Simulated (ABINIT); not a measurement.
# PbSe (Clausthalite) (Fm-3m) in ABINIT: further runs

Aim: see how the results for PbSe (Clausthalite) move with the level of theory and the settings. Levels: PBE, PBE0. Tasks: single point.

All numbers are computed with ABINIT 10.8.3 (patched build); they aren't measurements. Logs are shortened: lines on timing, memory, paths and dates and some standing lists are left out, and cuts for length are marked. The log counts tension as positive stress, the text compression.

**Measured values to compare with.**

A printed reference work, monograph reports, for a bulk crystal of PbSe: band gap 0.28 eV (direct) at 300 K; band gap 0.15 eV (direct) at 4.2 K.

The runs below are set against these values where they give the same quantity.

## 1. The crystal as given

The structure is cubic, space group Fm-3m (No. 225). The conventional cell has a = 6.121 Å, b = 6.121 Å, c = 6.121 Å, α = 90.00°, β = 90.00°, γ = 90.00°. Around Pb (site symmetry m-3m) lie 6 Se at 3.06 Å. Se (site symmetry m-3m) has 6 Pb at 3.06 Å as nearest neighbours.

## 2. Single point, PBE

File run.abi:

```
# Pseudopotentials
pp_dirpath "./"
pseudos "Pb_ONCV_PBE-1.2.upf, Se_ONCV_PBE-1.2.upf"

# Structure
acell 3*1.0
rprim
     0.0000000000     5.7837902633     5.7837902633
     5.7837902633     0.0000000000     5.7837902633
     5.7837902633     5.7837902633     0.0000000000
ntypat 2
znucl 82 34
natom 2
typat 1 2
xred
     0.0000000000     0.0000000000     0.0000000000
     0.5000000000     0.5000000000     0.5000000000

# Plane-wave basis
ecut 18.0

# k points
kptopt 1
ngkpt 6 6 6
nshiftk 1
shiftk 0.0 0.0 0.0

# Exchange and correlation
ixc 11

# Bands and occupations
nband 12
occopt 1

# SCF cycle
nstep 100
tolvrs 1.0e-10
diemac 6.0

# Output
iomode 3
prtwf 0
prtden 0
prteig 0
prtebands 0
```

Potentials or basis: SG15 NC PBE v1.2.

Command:

```sh
> mpirun --bind-to none -np 8 abinit run.abi > log 2>&1
```

run.abo:

```text
.Version 10.8.3 of ABINIT
 Symmetries : space group Fm -3 m (#225); Bravais cF (face-center cubic)
================================================================================
 Values of the parameters that define the memory need of the present run
     intxc =       0    ionmov =       0      iscf =       7    lmnmax =       8
     lnmax =       8     mgfft =      32  mpssoang =       4    mqgrid =    3001
     natom =       2  nloc_mem =       1    nspden =       1   nspinor =       1
    nsppol =       1      nsym =      48    n1xccc =       0    ntypat =       2
    occopt =       1   xclevel =       2
       mpw =        1421          nfft =       32768          nkpt =          16
================================================================================
================================================================================

--------------------------------------------------------------------------------
------------- Echo of variables that govern the present computation ------------
--------------------------------------------------------------------------------
 -outvars: echo values of preprocessed input variables --------
            acell      1.0000000000E+00  1.0000000000E+00  1.0000000000E+00 Bohr
              amu      2.07200000E+02  7.89600000E+01
           diemac      6.00000000E+00
             ecut      1.80000000E+01 Hartree
              ixc          11
         kptrlatt        6    0    0      0    6    0      0    0    6
          kptrlen      4.90770878E+01
            natom           2
            nband          12
            ngfft          32      32      32
             nkpt          16
            nstep         100
             nsym          48
           ntypat           2
           prtden           0
        prtebands           0
           prteig           0
            prtwf           0
            rprim      0.0000000000E+00  5.7837902633E+00  5.7837902633E+00
                       5.7837902633E+00  0.0000000000E+00  5.7837902633E+00
                       5.7837902633E+00  5.7837902633E+00  0.0000000000E+00
          spgroup         225
           tolvrs      1.00000000E-10
            typat      1  2
           xangst      0.0000000000E+00  0.0000000000E+00  0.0000000000E+00
                       3.0606499979E+00  3.0606499979E+00  3.0606499979E+00
            xcart      0.0000000000E+00  0.0000000000E+00  0.0000000000E+00
                       5.7837902633E+00  5.7837902633E+00  5.7837902633E+00
             xred      0.0000000000E+00  0.0000000000E+00  0.0000000000E+00
                       5.0000000000E-01  5.0000000000E-01  5.0000000000E-01
            znucl       82.00000   34.00000

================================================================================

 chkinp: Checking input parameters for consistency.

================================================================================
[... 86 lines left out ...]
- [ -0.00000000E+00,  -0.00000000E+00,  -0.00000000E+00, ]
force_length_stats: {min:   0.00000000E+00, max:   0.00000000E+00, mean:   0.00000000E+00, }
...

 Integrated electronic density in atomic spheres:
 ------------------------------------------------
 Atom  Sphere_radius  Integrated_density
    1        2.00000          9.96352956
    2        2.00000          3.29189278
================================================================================

 ----iterations are completed or convergence reached----

 Mean square residual over all n,k,spin=   39.007E-10; max=  46.339E-08
 reduced coordinates (array xred) for    2 atoms
       0.000000000000      0.000000000000      0.000000000000
       0.500000000000      0.500000000000      0.500000000000
 rms dE/dt=  0.0000E+00; max dE/dt=  0.0000E+00; dE/dt below (all hartree)
    1       0.000000000000      0.000000000000      0.000000000000
    2       0.000000000000      0.000000000000      0.000000000000

 cartesian coordinates (angstrom) at end:
    1      0.00000000000000     0.00000000000000     0.00000000000000
    2      3.06064999790464     3.06064999790464     3.06064999790464

 cartesian forces (hartree/bohr) at end:
    1     -0.00000000000000    -0.00000000000000    -0.00000000000000
    2     -0.00000000000000    -0.00000000000000    -0.00000000000000
 frms,max,avg= 0.0000000E+00 0.0000000E+00   0.000E+00  0.000E+00  0.000E+00 h/b

 cartesian forces (eV/Angstrom) at end:
    1     -0.00000000000000    -0.00000000000000    -0.00000000000000
    2     -0.00000000000000    -0.00000000000000    -0.00000000000000
 frms,max,avg= 0.0000000E+00 0.0000000E+00   0.000E+00  0.000E+00  0.000E+00 e/A
 length scales=  1.000000000000  1.000000000000  1.000000000000 bohr
              =  0.529177210544  0.529177210544  0.529177210544 angstroms
 Fermi (or HOMO) energy (hartree) =   0.11415   Average Vxc (hartree)=  -0.34476
 Eigenvalues (hartree) for nkpt=  16  k points:
 kpt#   1, nband= 12, wtk=  0.00463, kpt=  0.0000  0.0000  0.0000 (reduced coord)
  -0.50507   -0.50507   -0.50507   -0.50489   -0.50489   -0.38565   -0.11783    0.04512
   0.04512    0.04512    0.28706    0.28706
 prteigrs : prtvol=0 or 1, do not print more k-points.

--- !EnergyTerms
iteration_state     : {dtset: 1, }
comment             : Components of total free energy in Hartree
kinetic             :  3.08571314677329E+01
hartree             :  1.29797160599788E+01
xc                  : -9.08472305093190E+00
Ewald energy        : -5.38904018425376E+01
psp_core            :  4.15247865088741E+00
local_psp           : -3.23958627721223E+01
non_local_psp       : -1.85610843646428E+01
total_energy        : -6.59427458516355E+01
total_energy_eV     : -1.79439352748941E+03
band_energy         : -5.94337049881028E+00
...

 Cartesian components of stress tensor (hartree/bohr^3)
  sigma(1 1)= -8.03952036E-05  sigma(3 2)=  0.00000000E+00
  sigma(2 2)= -8.03952036E-05  sigma(3 1)=  0.00000000E+00
  sigma(3 3)= -8.03952036E-05  sigma(2 1)=  0.00000000E+00

-Cartesian components of stress tensor (GPa)         [Pressure=  2.3653E+00 GPa]
- sigma(1 1)= -2.36530855E+00  sigma(3 2)=  0.00000000E+00
- sigma(2 2)= -2.36530855E+00  sigma(3 1)=  0.00000000E+00
- sigma(3 3)= -2.36530855E+00  sigma(2 1)=  0.00000000E+00

== END DATASET(S) ==============================================================
================================================================================

 -outvars: echo values of variables after computation  --------
            acell      1.0000000000E+00  1.0000000000E+00  1.0000000000E+00 Bohr
           etotal     -6.5942745852E+01
            fcart     -0.0000000000E+00 -0.0000000000E+00 -0.0000000000E+00
                      -0.0000000000E+00 -0.0000000000E+00 -0.0000000000E+00
            rprim      0.0000000000E+00  5.7837902633E+00  5.7837902633E+00
                       5.7837902633E+00  0.0000000000E+00  5.7837902633E+00
                       5.7837902633E+00  5.7837902633E+00  0.0000000000E+00
           strten     -8.0395203641E-05 -8.0395203641E-05 -8.0395203641E-05
                       0.0000000000E+00  0.0000000000E+00  0.0000000000E+00
           xangst      0.0000000000E+00  0.0000000000E+00  0.0000000000E+00
                       3.0606499979E+00  3.0606499979E+00  3.0606499979E+00
             xred      0.0000000000E+00  0.0000000000E+00  0.0000000000E+00
                       5.0000000000E-01  5.0000000000E-01  5.0000000000E-01
 Calculation completed.
```

It took 1.9 s on 8 MPI ranks of Arm Neoverse V2, shared host; peak memory 0.48 GiB.

Results:

* Free energy: -1794.3935 eV
* Pressure: 2.4 GPa
* Band gap on the k mesh: 0.28 eV, direct
* Valence electrons inside the program's atomic spheres: Pb 9.96; Se 3.29

Levels at points of the mesh, in eV from the valence-band top:
```csv
k point,band 8,band 9,band 10,band 11,band 12
"(0.00, 0.00, 0.00)",-1.88,-1.88,-1.88,4.70,4.70
"(0.50, 0.00, 0.00)",-1.47,-1.47,0.00,0.28,1.69
"(0.50, 0.50, 0.00)",-4.98,-3.23,-3.23,3.70,5.60
```

Caveat: spin-orbit coupling is left out, which as a rule narrows the gap of such compounds by several tenths of an eV.

## 3. Single point, PBE0

run.abi, as its differences from that of step 2:

```diff
@@ -28,3 +28,3 @@
 # Exchange and correlation
-ixc 11
+ixc 41
 
@@ -35,5 +35,5 @@
 # SCF cycle
-nstep 100
-tolvrs 1.0e-10
+nstep 60
 diemac 6.0
+toldfe 1.0e-7
```

Potentials or basis: SG15 NC PBE v1.2.

Command:

```sh
> mpirun --bind-to none -np 8 abinit run.abi > log 2>&1
```

run.abo:

```text
.Version 10.8.3 of ABINIT
 Symmetries : space group Fm -3 m (#225); Bravais cF (face-center cubic)
================================================================================
 Values of the parameters that define the memory need of the present run
     intxc =       0    ionmov =       0      iscf =       7    lmnmax =       8
     lnmax =       8     mgfft =      32  mpssoang =       4    mqgrid =    3001
     natom =       2  nloc_mem =       1    nspden =       1   nspinor =       1
    nsppol =       1      nsym =      48    n1xccc =       0    ntypat =       2
    occopt =       1   xclevel =       2
       mpw =        1428          nfft =       32768          nkpt =          16
================================================================================
================================================================================

--------------------------------------------------------------------------------
------------- Echo of variables that govern the present computation ------------
--------------------------------------------------------------------------------
 -outvars: echo values of preprocessed input variables --------
            acell      1.0000000000E+00  1.0000000000E+00  1.0000000000E+00 Bohr
              amu      2.07200000E+02  7.89600000E+01
           diemac      6.00000000E+00
             ecut      1.80000000E+01 Hartree
              ixc          41
                       outvar_i_n : Printing only first  50 k-points.
         kptrlatt        6    0    0      0    6    0      0    0    6
          kptrlen      4.90770878E+01
[... 171 lines left out ...]
Ewald energy        : -5.38904018425376E+01
psp_core            :  4.15247865088741E+00
local_psp           : -3.22900598069229E+01
non_local_psp+x     : -2.02024120195966E+01
total_energy        : -6.56590018206556E+01
...

--- !EnergyTermsDC
iteration_state     : {dtset: 1, }
comment             : '"Double-counting" decomposition of free energy'
band_energy         : -6.89799310541904E+00
Ewald energy        : -5.38904018425376E+01
psp_core            :  4.15247865088741E+00
xc_dc               : -9.02305472664617E+00
total_energy_dc     : -6.56589710237154E+01
...

 Cartesian components of stress tensor (hartree/bohr^3)
  sigma(1 1)= -8.24010293E-06  sigma(3 2)=  0.00000000E+00
  sigma(2 2)= -8.24010293E-06  sigma(3 1)=  0.00000000E+00
  sigma(3 3)= -8.24010293E-06  sigma(2 1)=  0.00000000E+00

-Cartesian components of stress tensor (GPa)         [Pressure=  2.4243E-01 GPa]
- sigma(1 1)= -2.42432198E-01  sigma(3 2)=  0.00000000E+00
- sigma(2 2)= -2.42432198E-01  sigma(3 1)=  0.00000000E+00
- sigma(3 3)= -2.42432198E-01  sigma(2 1)=  0.00000000E+00

== END DATASET(S) ==============================================================
================================================================================

 -outvars: echo values of variables after computation  --------
            acell      1.0000000000E+00  1.0000000000E+00  1.0000000000E+00 Bohr
           etotal     -6.5659001821E+01
            fcart     -0.0000000000E+00 -0.0000000000E+00 -0.0000000000E+00
                      -0.0000000000E+00 -0.0000000000E+00 -0.0000000000E+00
            rprim      0.0000000000E+00  5.7837902633E+00  5.7837902633E+00
                       5.7837902633E+00  0.0000000000E+00  5.7837902633E+00
                       5.7837902633E+00  5.7837902633E+00  0.0000000000E+00
           strten     -8.2401029296E-06 -8.2401029296E-06 -8.2401029296E-06
                       0.0000000000E+00  0.0000000000E+00  0.0000000000E+00
           xangst      0.0000000000E+00  0.0000000000E+00  0.0000000000E+00
                       3.0606499979E+00  3.0606499979E+00  3.0606499979E+00
             xred      0.0000000000E+00  0.0000000000E+00  0.0000000000E+00
                       5.0000000000E-01  5.0000000000E-01  5.0000000000E-01
 Calculation completed.
```

Run time: 13 min. Hardware: 8 MPI ranks of Arm Neoverse V2, shared host; peak memory 0.88 GiB.

What came out:

* Free energy: -1786.6725 eV
* Pressure: 0.2 GPa
* Band gap on the k mesh: 1.13 eV, direct
* Valence electrons inside the program's atomic spheres: Pb 9.94; Se 3.28

Caveat: the potentials were made for another functional, which shifts forces and pressure; spin-orbit coupling is left out, which as a rule narrows the gap of such compounds by several tenths of an eV.

## 4. Comparison with measurements

Step 2. Measured gap of PbSe: 0.28 eV (direct; 300 K; a printed reference work, monograph). This calculation gives 0.28 eV (0.00 eV). 2 values of this kind are on record (0.15 to 0.28 eV); this one was drawn at random. Spin-orbit coupling on Pb, Se is left out. The value is that of PBE on a finite k mesh, which can miss the band edges, without temperature or zero-point motion. Semilocal functionals fall short of measured gaps as a rule.

Step 3. Against the measured gap of PbSe, 0.15 eV (direct; 4.2 K; a printed reference work, monograph), the calculated 1.13 eV is off by +0.98 eV. 2 values of this kind are on record (0.15 to 0.28 eV); this one was drawn at random. Spin-orbit coupling on Pb, Se is left out. The value is that of PBE0 on a finite k mesh, which can miss the band edges, without temperature or zero-point motion.
